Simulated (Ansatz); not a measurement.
TlCl with a Tl vacancy: gradients before and after relaxing the atoms

Start: a supercell of TlCl (space group Cmcm) built from a computed structure from the Materials Project (it need not be an observed phase), with all atoms left at the host's positions.

```xyz
23
Lattice="6.4071 -6.1110 0.0000 0.0000 12.2220 0.0000 0.0000 0.0000 9.4341" Properties=species:S:1:pos:R:3 pbc="T T T"
Tl    2.1357    1.3829    8.2549
Tl    4.2714    7.4939    3.5378
Tl    4.2714    7.4939    8.2549
Tl    0.0000    7.4939    3.5378
Tl    0.0000    7.4939    8.2549
Tl    2.1357   -1.3829    1.1793
Tl    2.1357   -1.3829    5.8963
Tl    4.2714    4.7282    1.1793
Tl    4.2714    4.7282    5.8963
Tl    0.0000    4.7282    1.1793
Tl    0.0000    4.7282    5.8963
Cl    2.1357    7.8648    1.1793
Cl    2.1357    7.8648    5.8963
Cl    4.2714    1.7538    1.1793
Cl    4.2714    1.7538    5.8963
Cl    0.0000    1.7538    1.1793
Cl    0.0000    1.7538    5.8963
Cl    2.1357    4.3572    3.5378
Cl    2.1357    4.3572    8.2549
Cl    4.2714   -1.7538    3.5378
Cl    4.2714   -1.7538    8.2549
Cl    0.0000   10.4682    3.5378
Cl    0.0000   10.4682    8.2549
```

Sites (sets of like atoms) are named by element and the number of their first atom in this list.

Level of theory: DFT, PBE, plane waves and PAW, scalar-relativistic, 420 eV cutoff, Γ-centred 3×3×2 k-points, Fermi–Dirac smearing 0.01 eV, cell charge -1 (Ansatz 0.2.0).

The largest force at the start is 0.27 eV/Å. Relaxing the ions at fixed cell moves them by 0.192 Å at most (atom 6, Tl) and 0.114 Å rms. End positions:

```
CELL_PARAMETERS angstrom
6.40706 -6.11102 0.00000
0.00000 12.22203 0.00000
0.00000 0.00000 9.43414
ATOMIC_POSITIONS crystal
Tl 0.33333 0.28069 0.87500
Tl 0.67845 0.95055 0.37500
Tl 0.65729 0.94464 0.87500
Tl 0.98822 0.60544 0.37500
Tl 0.00937 0.62068 0.87500
Tl 0.33333 0.06657 0.13624
Tl 0.33333 0.06657 0.61376
Tl 0.66198 0.70785 0.12920
Tl 0.66198 0.70785 0.62080
Tl 0.00469 0.37921 0.12920
Tl 0.00469 0.37921 0.62080
Cl 0.33333 0.81503 0.13250
Cl 0.33333 0.81503 0.61750
Cl 0.67264 0.47145 0.11763
Cl 0.67264 0.47145 0.63237
Cl 0.99402 0.13214 0.11763
Cl 0.99402 0.13214 0.63237
Cl 0.33333 0.53831 0.37500
Cl 0.33333 0.52759 0.87500
Cl 0.67108 0.19398 0.37500
Cl 0.66207 0.19315 0.87500
Cl 0.99559 0.85623 0.37500
Cl 0.00460 0.86441 0.87500
```

| site | atom | moved (Å) | first shell before | first shell after | V_zz before (10²¹ V/m²) | η before |
| --- | --- | --- | --- | --- | --- | --- |
| Tl1 | 1 | 0.011 | 5 Cl at 2.97–3.20 Å | 5 Cl at 3.02–3.17 Å | 3.02 | 0.18 |
| Tl2 | 2 | 0.079 | 5 Cl at 2.97–3.20 Å | 7 Cl at 3.02–3.70 Å; also 2 Tl at 3.69 Å | 4.26 | 0.95 |
| Tl3 | 3 | 0.069 | 5 Cl at 2.97–3.20 Å | 5 Cl at 3.01–3.22 Å | 3.74 | 0.31 |
| Tl6 | 6 | 0.192 | 5 Cl at 2.97–3.20 Å | 7 Cl at 3.07–3.61 Å; also 1 Tl at 3.59 Å | -3.68 | 0.96 |
| Tl8 | 8 | 0.132 | 5 Cl at 2.97–3.20 Å | 5 Cl at 2.96–3.26 Å | 5.28 | 1.00 |
| Cl12 | 12 | 0.092 | 5 Tl at 2.97–3.20 Å | 5 Tl at 3.07–3.22 Å | 0.60 | 0.73 |
| Cl14 | 14 | 0.129 | 4 Tl at 2.97–3.20 Å | 4 Tl at 2.96–3.17 Å; also 1 Tl at 3.61 Å | -2.83 | 0.19 |
| Cl18 | 18 | 0.185 | 6 Tl at 3.20–3.79 Å | 6 Tl at 3.13–3.67 Å | -5.32 | 0.25 |
| Cl19 | 19 | 0.054 | 5 Tl at 2.97–3.20 Å | 5 Tl at 3.02–3.20 Å | -0.58 | 0.11 |
| Cl20 | 20 | 0.037 | 5 Tl at 2.97–3.20 Å | 6 Tl at 3.02–3.70 Å | -1.21 | 0.77 |

**Question.** What are V_zz and η after the relaxation?

**Answer.** 

```json
{"site": "Tl1", "atom": "1", "V_zz after": "-1.54", "η after": "0.22", "change of V_zz": "–"}
{"site": "Tl2", "atom": "2", "V_zz after": "2.53", "η after": "0.31", "change of V_zz": "-1.73"}
{"site": "Tl3", "atom": "3", "V_zz after": "2.69", "η after": "0.27", "change of V_zz": "-1.05"}
{"site": "Tl6", "atom": "6", "V_zz after": "-2.67", "η after": "0.39", "change of V_zz": "+1.01"}
{"site": "Tl8", "atom": "8", "V_zz after": "4.26", "η after": "0.73", "change of V_zz": "-1.02"}
{"site": "Cl12", "atom": "12", "V_zz after": "0.67", "η after": "0.38", "change of V_zz": "+0.07"}
{"site": "Cl14", "atom": "14", "V_zz after": "-2.50", "η after": "0.23", "change of V_zz": "+0.33"}
{"site": "Cl18", "atom": "18", "V_zz after": "-5.15", "η after": "0.15", "change of V_zz": "+0.17"}
{"site": "Cl19", "atom": "19", "V_zz after": "-0.85", "η after": "0.87", "change of V_zz": "-0.27"}
{"site": "Cl20", "atom": "20", "V_zz after": "-1.04", "η after": "0.47", "change of V_zz": "–"}
```

The largest change of V_zz along a kept axis is on Tl2, from 4.26 to 2.53. In per cent, |V_zz| changes by -41 to -19 on Tl, -12 to +46 on Cl (all sites that start above 0.5, bar those whose gradient vanishes or changes sign or whose main axis turns by over 40°). Where |V_zz| stays above 0.1 and the axes keep their order, η moves most on Cl19, from 0.11 to 0.87. On Tl2, Tl3, Cl12 V_xx and V_yy change places (or their axes turn by over 50°), so the two values of η hide a larger change. On Tl1, Cl20 the largest principal value lies along another axis in the second run, so the two V_zz can't be compared directly. The table leaves out 1 of the 11 sites, with |V_zz| up to 0.90; their tensors move by 0.62 at most along any direction. The statements above cover all sites. The host's own positions weren't relaxed first, so part of the change far from the defect can be the host's relaxation.

The defect repeats with the cell of 23 atoms, so it feels its images: sites between two images don't show the values beside a lone defect, and zeros or small values of η there can come from the images' arrangement. Cl and Tl carry a gradient in the pure host already, so the values there aren't the defect's effect alone. A uniform background compensates the cell's charge. Spin–orbit coupling is left out, which shifts gradients on Tl by a few per cent, and by more where contributions nearly cancel.
Before: The neighbours have not yet relaxed around the defect (largest force 0.27 eV/Å), so a real crystal will differ.
